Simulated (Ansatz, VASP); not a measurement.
# CoO in two plane-wave programs

Aim: how closely do two programs agree when they are given the same cell, functional and k mesh?

Method: plane waves, with VASP 6.6.1 beside it; single point at PBE, in Ansatz 0.2.0.

## (1) The structure

The structure is tetragonal, space group I4/mmm (No. 139). The conventional cell has a = 3.016 Å, b = 3.016 Å, c = 4.214 Å, α = 90.00°, β = 90.00°, γ = 90.00°. Co has 6 O at 2.11 to 2.13 Å nearest. Nearest to O lie 6 Co at 2.11 to 2.13 Å. Farther neighbours and most contacts between anions are not listed.

Structure file:

```cif
data_structure
_symmetry_space_group_name_H-M 'P 1'
_symmetry_Int_Tables_number 1
_cell_length_a 2.9981
_cell_length_b 2.9981
_cell_length_c 2.9981
_cell_angle_alpha 119.605
_cell_angle_beta 119.605
_cell_angle_gamma 90.686
_cell_volume 19.17
loop_
_atom_site_label
_atom_site_type_symbol
_atom_site_fract_x
_atom_site_fract_y
_atom_site_fract_z
_atom_site_occupancy
Co1 Co 0.00000 0.00000 0.00000 1
O2 O 0.50000 0.50000 0.00000 1
```

## (2) Ansatz: single point, PBE

Ansatz runs on its default PAW (the set named soft_2) files.

With cell and atoms fixed, the geometry can't cause a difference; cores, projectors, grids and the points listed under the comparison can.

input.yaml reads:

```yaml
crystal:
  lattice:
    - [-1.508, 1.508, 2.1072475377]
    - [1.508, -1.508, 2.1072475377]
    - [1.508, 1.508, -2.1072475377]
  atoms:
    - { symbol: Co, position: [0.0, 0.0, 0.0], spin: 2.0 }
    - { symbol: O, position: [0.5, 0.5, 0.0] }
hamiltonian:
  xc: pbe
  pseudopotentials: { kind: paw }
magnetization:
  spin_polarized: true
kpoints:
  mp_grid: { grid: [12, 12, 12] }
scf:
  occupations: { method: fermi_dirac, width: 0.05 }
  n_extra_bands: 7
output:
  forces: true
  stress: true
  eigenvalues: true
```

Run with:

```bash
$ ansatz run input.yaml --threads 2 --pin off --max-ram 4608MiB --backend cpu --events-out ev --progress --plain --runs-dir out
```

Numbers of over 12 decimals in the logs are rounded to 6 here.

The program printed:

```text
scf.n_extra_bands = 7 over 12 filled bands (N_el = 23.0): the run solves 19 bands
Engine: ansatz 0.2.0, aarch64-unknown-linux-gnu
Pseudopotentials: kind: paw
Pseudopotential: Co, paw, valence charge 17, recommended cutoff 420 eV (normal), Co.paw.azcp
Pseudopotential: O, paw, valence charge 6, recommended cutoff 420 eV (normal), O.paw.azcp
Functional definition: PBE
  parameter kappa = 0.804
  parameter beta = 0.066725
  exchange = pbe_x(kappa = kappa, mu = beta*pi^2/3)
  correlation = pbe_c(beta = beta)
Crystal: 2 atoms, lattice volume = 19.168 Å³
Basis set: ecut = 420 eV, 339 PW (Γ), exchange–correlation on 48×48×48 points (8 copies of the dense FFT grid, shifted against one another)
Bands: 19, of which v1, the nominal top of the filled ones, is band 12 counted from 1 (11 counted from 0)
Symmetry: 16 space group operations
Space group: I4/mmm (ITA 139), of the structure as read, at distance tolerance 2.7e-5 Å
Magnetic group: BNS 139.531 (UNI 1191), of the structure as read, at distance tolerance 2.7e-5 Å
k-points: 163 of 1728
Non-local potential: Co, projectors of the file, l = 0: 3, l = 1: 2, l = 2: 3, l = 3: 1
Non-local potential: O, projectors of the file, l = 0: 2, l = 1: 2, l = 2: 1
PAW form: soft (Blöchl's): semilocal exchange-correlation on the pseudo side does not see the compensation charge
PAW one-centre angular grid: Co, 590 points (default); XC on 64 Gauss nodes
PAW one-centre angular grid: O, 110 points (default); XC on 64 Gauss nodes
Initial density: superposition of atomic densities (chi_scale 0.1, normalization cell, long waves kept (reshape's long-wave potential 0.00 eV rms))
Starting moments: Σ|m| = 2 μB on 1 of 2 sites
Initial wavefunctions: pseudopotential atomic-orbital guess
Functional: x = pbe(κ = 0.804, μ = 0.219515), c = pbe(β = 0.066725)
SCF iter   1: F=—  HF=-5691.159652 eV  |F-HF|=—  |Δ(HF+E_count)|=         —  Δρ=1.14e-1 (↑1.14e-1 ↓9.86e-2)  dr2=5.95e0  dr2_m=1.48e-1  M=2.103 μB ∫|m|=2.103 μB  β_m=0.30  ethr=3.10e-3  ⟨swp⟩=5.7  Hψ=26599  notcnv=0  defer=55
Mixer restart at iter 1: flushing history
preconditioner: auto → none  [metal: Δε(μ)=0.006 eV  Ē_g=16.830 eV  σ=0.050 eV  W_gap=0.03  n_scr=8 (ndim 8)  ℏωp=32.8 eV  f_vac=0.000  D(μ)=5.21/eV (n_scr^D=112)  sad-step TF]
SCF iter   2: F=—  HF=-5691.823056 eV  |F-HF|=—  |Δ(HF+E_count)|=   6.63e-1  Δρ=8.45e-2 (↑8.45e-2 ↓6.23e-2)  dr2=5.63e-1  dr2_m=7.86e-1  M=2.611 μB ∫|m|=2.612 μB  β_m=0.38  ethr=3.10e-3  ⟨swp⟩=2.8  Hψ=14694  notcnv=0  defer=484
SCF iter   3: F=—  HF=-5692.116936 eV  |F-HF|=—  |Δ(HF+E_count)|=   2.94e-1  Δρ=8.16e-2 (↑6.32e-2 ↓8.16e-2)  dr2=1.09e-1  dr2_m=8.62e-1  M=2.927 μB ∫|m|=2.930 μB  β_m=0.25  ethr=2.45e-3  ⟨swp⟩=2.0  Hψ=10499  notcnv=0  defer=486
SCF iter   4: F=—  HF=-5691.900468 eV  |F-HF|=—  |Δ(HF+E_count)|=         —  Δρ=2.73e-2 (↑2.22e-2 ↓2.73e-2)  dr2=2.23e-1  dr2_m=4.18e-2  M=2.684 μB ∫|m|=2.690 μB  β_m=0.69  ethr=4.76e-4  ⟨swp⟩=2.3  Hψ=11863  notcnv=0  defer=486
Mixer restart at iter 4: flushing history
SCF iter   5: F=—  HF=-5692.087547 eV  |F-HF|=—  |Δ(HF+E_count)|=   1.87e-1  Δρ=5.68e-2 (↑2.81e-2 ↓5.68e-2)  dr2=5.00e-1  dr2_m=1.86e-1  M=2.973 μB ∫|m|=2.984 μB  β_m=0.38  ethr=4.76e-4  ⟨swp⟩=3.1  Hψ=14154  notcnv=0  defer=485  recentre
SCF iter   6: F=—  HF=-5692.022961 eV  |F-HF|=—  |Δ(HF+E_count)|=   6.46e-2  Δρ=1.97e-2 (↑1.97e-2 ↓1.60e-2)  dr2=2.87e-2  dr2_m=4.62e-2  M=2.821 μB ∫|m|=2.830 μB  β_m=0.54  ethr=4.76e-4  ⟨swp⟩=3.5  Hψ=14640  notcnv=0  defer=486
SCF iter   7: F=—  HF=-5692.120815 eV  |F-HF|=—  |Δ(HF+E_count)|=   9.79e-2  Δρ=1.68e-2 (↑3.80e-3 ↓1.68e-2)  dr2=3.30e-2  dr2_m=9.43e-3  M=2.915 μB ∫|m|=2.928 μB  β_m=0.63  ethr=1.25e-4  ⟨swp⟩=2.4  Hψ=14432  notcnv=0  defer=488
SCF iter   8: F=—  HF=-5692.115536 eV  |F-HF|=—  |Δ(HF+E_count)|=   5.28e-3  Δρ=4.05e-3 (↑3.12e-3 ↓4.05e-3)  dr2=1.76e-4  dr2_m=2.13e-3  M=2.919 μB ∫|m|=2.935 μB  β_m=0.61  ethr=1.25e-4  ⟨swp⟩=2.7  Hψ=11359  notcnv=0  defer=488
SCF iter   9: F=—  HF=-5692.116332 eV  |F-HF|=—  |Δ(HF+E_count)|=   7.96e-4  Δρ=5.33e-4 (↑2.83e-4 ↓5.33e-4)  dr2=3.75e-5  dr2_m=1.85e-5  M=2.916 μB ∫|m|=2.931 μB  β_m=0.80  ethr=7.66e-7  ⟨swp⟩=2.1  Hψ=11904  notcnv=0  defer=486
SCF iter  10: F=—  HF=-5692.116401 eV  |F-HF|=—  |Δ(HF+E_count)|=   6.89e-5  Δρ=2.51e-4 (↑7.67e-5 ↓2.51e-4)  dr2=6.16e-6  dr2_m=2.89e-6  M=2.916 μB ∫|m|=2.931 μB  β_m=0.90  ethr=1.63e-7  ⟨swp⟩=2.0  Hψ=8641  notcnv=0  defer=487
SCF iter  11: F=—  HF=-5692.116407 eV  |F-HF|=—  |Δ(HF+E_count)|=   6.41e-6  Δρ=1.16e-4 (↑3.39e-5 ↓1.16e-4)  dr2=4.00e-7  dr2_m=8.04e-7  M=2.917 μB ∫|m|=2.932 μB  β_m=0.95  ethr=2.68e-8  ⟨swp⟩=2.3  Hψ=10028  notcnv=0  defer=487
SCF iter  12: F=—  HF=-5692.116409 eV  |F-HF|=—  |Δ(HF+E_count)|=   1.94e-6  Δρ=4.23e-5 (↑3.29e-5 ↓4.23e-5)  dr2=2.69e-8  dr2_m=2.26e-7  M=2.917 μB ∫|m|=2.932 μB  β_m=0.98  ethr=1.74e-9  ⟨swp⟩=2.0  Hψ=10016  notcnv=0  defer=487
SCF iter  13: F=—  HF=-5692.116409 eV  |F-HF|=—  |Δ(HF+E_count)|=   4.02e-8  Δρ=1.07e-5 (↑1.07e-5 ↓8.83e-6)  dr2=1.07e-9  dr2_m=1.60e-8  M=2.917 μB ∫|m|=2.932 μB  β_m=0.99  ethr=1.17e-10  ⟨swp⟩=2.0  Hψ=9974  notcnv=0  defer=487
SCF iter  14: F=-5692.116409 eV  HF=-5692.116409 eV  |F-HF|=1.29e-10  |Δ(HF+E_count)|=  2.55e-11  Δρ=3.13e-6 (↑6.08e-7 ↓3.13e-6)  dr2=4.98e-10  dr2_m=3.95e-10  M=2.917 μB ∫|m|=2.932 μB  ethr=4.66e-12  ⟨swp⟩=6.4  Hψ=24917  notcnv=0
SCF 1 converged in 14 iterations: F = -5692.116409 eV  dr2 = 4.98e-10
  greatest PAW one-centre occupation: 1.004 electrons in one spin orbital (limit 2), on the Co atom at site 0 (counted from 0), in its partial waves of l = 1
SCF converged after 14 iterations
Magnetization: 2.9168 μB (12.9584 up, 10.0416 down)
Absolute magnetization: 2.9318 μB (∫|ρ↑−ρ↓|, with the PAW one-centre terms)
Spin contamination: 0.0081 ħ² per cell (⟨S²⟩ above its minimum at these occupations)
Per-site moments (μB) at R_I (Å): [(2.475896, 0.869240), (0.316391, 0.869240)]
Free energy (F): -5692.116409 eV
Harris-Foulkes:  -5692.116409 eV  (|F-HF|=1.29e-10)
Internal energy: -5692.082611 eV  (E = F + TS)
E sigma→0 (E₀):  -5692.099510 eV
Entropy (-TS):   -0.033799 eV (-16.899 meV/atom)
Fermi energy:    14.056366 eV
--- Per-component energies (eV) ---
  E_band       = -302.008691
  E_kinetic    = 617.796188
  E_local      = -3421.742542  (includes V_loc(G=0)·N_el)
  E_nonlocal   = 514.277685
  E_hartree    = 1405.283935
  E_xc         = -228.712221
  E_vxc        = -293.936839  (∫ρ·V_xc dr)
  E_paw        = -1676.996702  (= ΣΔE_a)
  E_vpaw       = -528.973596  (= ΣTr[D̂ρ^β])
  E_aug_tail   = 0.002475  (compensation charges beyond the density's cutoff)
  E_ewald      = -2901.991429
  E_smearing   = -0.033799  (= −TS)
  E_closure    = 0.000000  (closes the sum)
  Σ components = -5692.116409   (vs F -5692.116409, Δ=0.00e0)
--- Forces (eV/Å), atoms counted from 1 ---
  atom   1  Co    -0.00000000    -0.00000000     0.00000000
  atom   2  O      0.00000000    -0.00000000     0.00000000
  max |Σ_I F_I| component: 2.37e-29 eV/Å
--- Stress (GPa, compression-positive) ---
       -0.035722       0.000000       0.000000
        0.000000      -0.035722      -0.000000
        0.000000      -0.000000       0.119914
  P = ⅓ Tr σ = 0.0162 GPa (0.162 kbar)
--- Band table (eV; the first three rows and the last of 326) ---
  k-point 0 ↑: bands = [... 8 lower, 10.8574, 10.8574, 10.9091, 10.9091, 11.0440, 15.0041, 30.8048, 32.1045, ... 3 higher]
  k-point 1 ↑: bands = [... 8 lower, 10.7833, 10.8496, 11.3932, 11.4909, 11.7319, 15.6812, 29.4141, 31.3591, ... 3 higher]
  k-point 2 ↑: bands = [... 8 lower, 10.6884, 10.8461, 11.8237, 11.9209, 12.1381, 17.2190, 27.9850, 29.4501, ... 3 higher]
  k-point 162 ↓: bands = [... 8 lower, 11.7713, 14.2023, 14.2023, 14.6583, 15.0607, 20.7415, 24.3954, 26.2607, ... 3 higher]
```

The job ended after 12 s (2 threads of Arm Neoverse N1, shared host; peak memory 0.37 GiB; 23 s of CPU time).

Reading the cycles: dr2 is the Hartree energy of the density residual (eV), the measure of convergence; HF is the Harris–Foulkes estimate of the energy, which meets the free energy F at convergence.

The run ends at a pressure of 0.02 GPa.

## (3) VASP: single point, PBE

The same cell, functional, mesh and smearing now go to VASP, with its own data sets and cutoff.

Lines of VASP's logs that name or quote its potential files are left out, and so is its time.

INCAR reads:

```
SYSTEM = CoO
PREC = Accurate
ENCUT = 520
EDIFF = 1E-06
NELM = 100
ISMEAR = -1
SIGMA = 0.05
LREAL = .FALSE.
ALGO = Normal
GGA = PE
NBANDS = 16
ISPIN = 2
MAGMOM = 2 0
LASPH = .TRUE.
LMAXMIX = 4
LORBIT = 11
LWAVE = .FALSE.
LCHARG = .FALSE.
KPAR = 2
ISIF = 2
```

POSCAR reads:

```
CoO
1.0
   -1.5080000000      1.5080000000      2.1072475377
    1.5080000000     -1.5080000000      2.1072475377
    1.5080000000      1.5080000000     -2.1072475377
Co O
1 1
Direct
    0.0000000000      0.0000000000      0.0000000000
    0.5000000000      0.5000000000      0.0000000000
```

KPOINTS reads:

```
Automatic mesh
0
Gamma
12 12 12
0 0 0
```

PAW data sets: Co and O (PBE family, release 64).

Run with:

```bash
$ mpirun -np 2 vasp_std
```

The program printed:

```text
[banner, memory and clock lines left out]
running    2 mpi-ranks, on    1 nodes
 distrk:  each k-point on    1 cores,    2 groups
 distr:  one band on    1 cores,    1 groups

 POSCAR found type information on POSCAR CoO
 POSCAR found :  2 types and       2 ions
 LDA part: xc-table for (Slater+PW92), standard interpolation
 POSCAR, INCAR and KPOINTS ok, starting setup
 FFT: planning ... GRIDC
 FFT: planning ... GRID_SOFT
 FFT: planning ... GRID
 WAVECAR not read
 entering main loop
       N       E                     dE             d eps       ncg     rms          rms(c)
DAV:   1     0.714575190497E+02    0.71458E+02   -0.68200E+03 10760   0.108E+03
DAV:   2    -0.115306446881E+02   -0.82988E+02   -0.72050E+02 11672   0.231E+02
DAV:   3    -0.154047264219E+02   -0.38741E+01   -0.37966E+01 12792   0.540E+01
DAV:   4    -0.154456682280E+02   -0.40942E-01   -0.40926E-01 13312   0.533E+00
DAV:   5    -0.154468074088E+02   -0.11392E-02   -0.11392E-02 13336   0.873E-01    0.166E+01
DAV:   6    -0.143147016154E+02    0.11321E+01   -0.18133E+01 12984   0.677E+01    0.199E+01
DAV:   7    -0.131689772938E+02    0.11457E+01   -0.74008E+00 12376   0.531E+01    0.811E+00
DAV:   8    -0.130818901308E+02    0.87087E-01   -0.44527E-01 15216   0.108E+01    0.430E+00
DAV:   9    -0.130820367590E+02   -0.14663E-03   -0.29463E-01 14872   0.987E+00    0.297E+00
DAV:  10    -0.130668036481E+02    0.15233E-01   -0.85320E-02 15432   0.585E+00    0.870E-01
DAV:  11    -0.130629910880E+02    0.38126E-02   -0.33466E-02 14464   0.300E+00    0.375E-01
DAV:  12    -0.130634014735E+02   -0.41039E-03   -0.69785E-03 15600   0.106E+00    0.191E-01
DAV:  13    -0.130636419001E+02   -0.24043E-03   -0.60758E-04 14872   0.350E-01    0.191E-01
DAV:  14    -0.130635813915E+02    0.60509E-04   -0.55653E-05 15000   0.137E-01    0.154E-01
DAV:  15    -0.130634722881E+02    0.10910E-03   -0.18063E-04 13768   0.357E-01    0.616E-02
DAV:  16    -0.130634630004E+02    0.92877E-05   -0.76273E-05 16248   0.113E-01    0.170E-02
DAV:  17    -0.130634648101E+02   -0.18097E-05   -0.61626E-06 12056   0.231E-02    0.138E-02
DAV:  18    -0.130634652337E+02   -0.42366E-06   -0.32464E-06  9240   0.354E-02
   1 F= -.13063465E+02 E0= -.13045943E+02  d E =-.350454E-01  mag=     2.8844
```

OUTCAR, selected parts (step 3):

```text
ion  position               nearest neighbor table
   1  0.000  0.000  0.000-   2 2.11   2 2.11   2 2.13   2 2.13   2 2.13   2 2.13
   2  0.500  0.500  0.000-   1 2.11   1 2.11   1 2.13   1 2.13   1 2.13   1 2.13

  LATTYP: Found a body centered tetragonal cell.
 ALAT       =     3.0160000000
 C/A-ratio  =     1.3973790038

 Subroutine GETGRP returns: Found 16 space group operations
 (whereof 16 operations were pure point group operations)

The static configuration has the point symmetry D_4h.

 Found    163 irreducible k-points:

   k-points           NKPTS =    163   k-points in BZ     NKDIM =    163   number of bands    NBANDS=     16

   dimension x,y,z NGX =    24 NGY =   24 NGZ =   24
   dimension x,y,z NGXF=    48 NGYF=   48 NGZF=   48

   ENCUT  =  520.0 eV  38.22 Ry    6.18 a.u.   5.57  5.57  5.57*2*pi/ulx,y,z

   NELECT =      15.0000    total number of electrons

 k-points in reciprocal lattice and weights: Automatic mesh
   0.00000000  0.00000000  0.00000000       0.001
   0.08333333  0.00000000 -0.00000000       0.005
   0.16666667  0.00000000 -0.00000000       0.005
   0.25000000  0.00000000 -0.00000000       0.005
   0.33333333  0.00000000 -0.00000000       0.005
   0.41666667  0.00000000 -0.00000000       0.005
   0.50000000  0.00000000 -0.00000000       0.002
   0.08333333  0.08333333 -0.00000000       0.005
   0.16666667  0.08333333 -0.00000000       0.009
[...]
-0.41666667 -0.41666667  0.41666667       0.001
   0.50000000  0.50000000  0.50000000       0.001

 average (electrostatic) potential at core
       1 -81.0247       2 -67.9876

 E-fermi :   8.0171

 spin component 1
 k-point     1 :       0.0000    0.0000    0.0000
  band No.  band energies     occupation
    ...
      5       4.8839      1.00000
      6       4.8839      1.00000
      7       4.9126      1.00000
      8       4.9126      1.00000
      9       5.0403      1.00000
     10       9.0684      0.00000
     11      24.9092      0.00000
     12      26.2103      0.00000
     13      26.2103      0.00000
     14      26.2590      0.00000
    ...

 k-point     2 :       0.0833    0.0000   -0.0000
  band No.  band energies     occupation
    ...
      5       4.9421      1.00000
      6       5.0135      1.00000
      7       5.2786      1.00000
      8       5.6280      1.00000
      9       5.6319      1.00000
     10       9.5640      0.00000
     11      23.4617      0.00000
     12      25.9414      0.00000
     13      26.0254      0.00000
     14      26.9162      0.00000
    ...

 k-point     3 :       0.1667    0.0000   -0.0000
  band No.  band energies     occupation
    ...
      5       5.0762      1.00000
      6       5.1435      1.00000
      7       5.4782      1.00000
      8       6.3915      1.00000
      9       6.4101      1.00000
     10      10.6333      0.00000
     11      21.4395      0.00000
     12      24.9521      0.00000
     13      25.1509      0.00000
     14      27.3286      0.00000
    ...

 k-point     4 :       0.2500    0.0000   -0.0000
  band No.  band energies     occupation
    ...
      5       5.2649      1.00000
      6       5.3247      1.00000
      7       5.6919      1.00000
      8       7.0763      1.00000
      9       7.1138      1.00000
     10      11.7589      0.00000
     11      19.6320      0.00000
     12      23.6180      0.00000
     13      23.8736      0.00000
     14      27.6212      0.00000
    ...

 k-point     5 :       0.3333    0.0000   -0.0000
  band No.  band energies     occupation
    ...
      5       5.4605      1.00000
      6       5.5118      1.00000
      7       5.9365      1.00000
      8       7.6265      0.99960
      9       7.6829      0.99875
     10      12.6197      0.00000
     11      18.3055      0.00000
     12      22.4438      0.00000
     13      22.7164      0.00000
     14      27.9789      0.00000
    ...

 k-point     6 :       0.4167    0.0000   -0.0000
  band No.  band energies     occupation
    ...
      4       2.0973      1.00000
      5       5.6084      1.00000
      6       5.6528      1.00000
      7       6.1521      1.00000
      8       7.9878      0.64221
      9       8.0586      0.30343
     10      13.0321      0.00000
     11      17.6170      0.00000
     12      21.6599      0.00000
     13      21.9362      0.00000
    ...

  Total       -0.0674047     -0.0674047     -0.0509934      0.0000000     -0.0000000      0.0000000
  in kB       -5.6340712     -5.6340712     -4.2623224      0.0000000     -0.0000000      0.0000000
  external PRESSURE =      -5.1768216 kB  Pullay stress =       0.0000000 kB

  energy-cutoff  :      520.00
  volume of cell :       19.17
      direct lattice vectors                 reciprocal lattice vectors
    -1.508000000  1.508000000  2.107247538     0.000000000  0.331564987  0.237276348
     1.508000000 -1.508000000  2.107247538     0.331564987  0.000000000  0.237276348
     1.508000000  1.508000000 -2.107247538     0.331564987  0.331564987  0.000000000

 POSITION                                       TOTAL-FORCE (eV/Angst)
 -----------------------------------------------------------------------------------
      0.00000      0.00000      0.00000         0.000000     -0.000000      0.000000
      0.00000      0.00000      2.10725        -0.000000      0.000000     -0.000000
 -----------------------------------------------------------------------------------
    total drift:                               -0.000000      0.000000     -0.000000

  FREE ENERGIE OF THE ION-ELECTRON SYSTEM (eV)
  ---------------------------------------------------
  free  energy   TOTEN  =       -13.0634652337 eV

  energy  without entropy=      -13.0284198453  energy(sigma->0) =      -13.04594254

 total charge
# of ion       s       p       d       tot
------------------------------------------
    1        0.296   0.361   7.150   7.808
    2        1.556   3.427   0.000   4.983
--------------------------------------------------
tot          1.852   3.789   7.150  12.791

 magnetization (x)
# of ion       s       p       d       tot
------------------------------------------
    1        0.021   0.018   2.503   2.542
    2        0.029   0.264   0.000   0.292
--------------------------------------------------
tot          0.049   0.282   2.503   2.834

[... 6 further parts left out ...]
```

The cell holds one magnetic atom, so no antiferromagnetic order fits into it. Oxides and halides of Co are often magnetic insulators, and a metal at this level, without U or exact exchange, may be an artefact.

## (4) Comparison

Known differences besides the potentials themselves: the data sets hold 23 valence electrons in Ansatz (default PAW (the set named soft_2) files) and 15 in VASP; the cutoff is 420 eV in Ansatz and 520 eV in VASP; site moments are counted in spheres of each program's own size. Total energies have different zeros and are not compared.

The two programs side by side:

| quantity | Ansatz | VASP | difference |
| --- | --- | --- | --- |
| pressure (GPa) | 0.02 | -0.52 | +0.53 |
| pressure without Ansatz's Pulay correction (GPa) | -0.73 | -0.52 | -0.21 |
| total moment (μB) | 2.92 | 2.88 | +0.03 |
| moment on Co1 (μB) | 2.48 | 2.54 | -0.07 |
| moment on O2 (μB) | 0.32 | 0.29 | +0.02 |

Ansatz's pressure holds a Pulay correction of 0.75 GPa; VASP's holds none.

## (5) Summary of results

| Quantity | Value |
| --- | --- |
| difference in total moment (single point, PBE) | 0.032 μB |
| difference in pressure (single point, PBE) | 0.53 GPa |

**Reading.** The difference in pressure is 0.53 GPa (single point, PBE), within the 1 GPa picked in this series as the mark of a large difference. How closely two codes agree says nothing of how well the functional describes the real material.

[Lines on the potential files, build, host, timing and source positions are cut from VASP's logs without a mark.]

[Logs are printed without paths, hosts, clocks, repeated set-up lines and the standing remarks that a program may print on its own settings, such as how far it seeks lower states.]

[Hosts, paths, dates, database ids (printed as entryN), source tags and the programs' standing remarks are cut or masked in the printed files.]
